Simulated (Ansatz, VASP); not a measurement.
Two plane-wave programs on KCl

```
CELL_PARAMETERS angstrom
3.77117 0.00000 0.00000
0.00000 3.77117 0.00000
0.00000 0.00000 3.77117
ATOMIC_POSITIONS crystal
K 0.00000 0.00000 0.00000
Cl 0.50000 0.50000 0.50000
```

The cell was built by a generator and needn't be a form met in nature.

Alike in both runs: task single point; functional PBE; k mesh 8 × 8 × 8; occupations fermi-dirac, width 0.02 eV; no spin polarisation.

|  | VASP | Ansatz |
| --- | --- | --- |
| version | VASP 6.6.1 | Ansatz 0.2.0 |
| potentials or method | VASP PAW PBE potentials, release 64 (K_sv, Cl) | plane waves, PAW |
| plane-wave cutoff (eV) | 520 | 420 |
| valence electrons in the cell | 16 | 16 |

```csv
,VASP,Ansatz,Ansatz less VASP
gap on the k mesh at the Fermi level (eV),5.03,5.03,+0.001
pressure (GPa),1.1,1.1,-0.02
```

A k mesh can miss the band edges. PBE gaps usually lie below the measured ones, often by a third to a half.
